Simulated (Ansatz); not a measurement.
# An inverse problem

Cell vectors (Å):

```
 4.5093  0.0000  0.0000
-2.2546  3.9051  0.0000
 0.0000  0.0000  7.3370
```

```
atom       a       b       c
   X  0.3333  0.6667  0.0043
   X  0.6667  0.3333  0.5043
  Te  0.3333  0.6667  0.3807
  Te  0.6667  0.3333  0.8807
```

Theory: LDA, all-electron LAPW in Ansatz 0.2.0, scalar-relativistic. k mesh 6×6×4, strains of ±0.008, fixed occupations.

Elastic constants of a crystal by Kohn-Sham DFT: slopes of the stress over finite engineering strains of the given cell, Voigt indices, Cartesian axes as in the cell vectors.

```tsv
index	elastic (GPa)
11	55.7
12	32.8
13	28
33	60.2
44	10.2
```

Problem. All X atoms are one element. Which one was computed?

Solution. Mg; the crystal is MgTe (P6_3mc).

Caveats: constants at zero field, no piezoelectric stiffening.
